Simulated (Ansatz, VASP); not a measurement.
Two plane-wave programs on Al

```
Al
1.0
     5.43346   -0.00195    0.09594
    -0.00195    5.51903   -0.07436
     0.09627   -0.07461    5.52945
Al
8
Direct
  0.00423 0.99885 0.24925
  0.99807 0.00359 0.75023
  0.01354 0.49213 0.24224
  0.99409 0.48593 0.74853
  0.50031 0.00963 0.24514
  0.49584 0.99217 0.73875
  0.49543 0.50551 0.25683
  0.49849 0.51220 0.76903
```

Change from the starting cell: cell x8, atoms moved at random (sigma 0.05 Å) and cell strained at random (1.5 %), then relaxed without symmetry.

Alike in both runs: task relaxation of cell and atoms; functional PBE; k mesh 4 × 4 × 4; occupations gaussian, width 0.2 eV; no spin polarisation.

|  | VASP | Ansatz |
| --- | --- | --- |
| version | VASP 6.6.1 | Ansatz 0.2.0 |
| potentials or method | VASP PAW PBE potentials, release 64 (Al) | scalar-relativistic, plane waves, PAW |
| plane-wave cutoff (eV) | 600 | 420 |
| valence electrons in the cell | 24 | 24 |

```csv
,VASP,Ansatz,Ansatz less VASP
"gap on the k mesh at the Fermi level, each at its own relaxed structure (eV)",none,none,-
relaxed volume (Å³/atom),16.53,16.51,-0.022
relaxed cell length with the largest relative difference (Å),5.661,4.970,-0.6917
energy change over the relaxation (meV/atom),-362,-377,-15.3
```

A gap of «none» marks a metal or a gap that the smearing closes. One of these differences is far larger than is usual between the two programs; its cause wasn't traced.

Caveats: the volume moved by over 15 % at a fixed basis, so the end points are rough.
